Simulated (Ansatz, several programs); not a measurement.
CaF2 in the fluorite structure, relaxed with PBE in Ansatz (plane waves, PAW): it is cubic, Fm-3m (No. 225); conventional cell a = 5.510 Å, 13.94 Å³ an atom. Around Ca lie 8 F at 2.39 Å; around F lie 4 Ca at 2.39 Å. The cell was then scaled with its shape and fractional coordinates held. (Simulation; spin polarisation is off.)

```csv
V (Å³/atom),E (meV/atom)
13.103,14.00
13.521,3.34
13.939,0.00
14.775,10.76
```

(1) Pass a cubic E = c₀ + c₁u + c₂u² + c₃u³, with u = V − 13.835 Å³, through these points.

(2) Where is the minimum, and what bulk modulus follows?

(3) Predict the energy and the pressure at the withheld volume, 14.357 Å³.

Results:

(1) c₀ = 0.21, c₁ = -3.904, c₂ = 18.518, c₃ = -2.5787 (meV and Å³).

(2) dE/du = 0 at u = +0.108, so V₀ = 13.94 Å³. B = V₀ d²E/dV² = 13.94 × (2c₂ + 6c₃u) = 13.94 × 35.368 = 493 meV/Å³, and 1 meV/Å³ is 0.16022 GPa: 79 GPa. A third-order Birch-Murnaghan fit to all five points gives 13.95 Å³ and 78 GPa.

(3) With u = +0.522: E ≈ 2.85 meV and P = −dE/dV ≈ -2.13 GPa. The run gives 2.76 meV and, from its stress, -2.10 GPa.
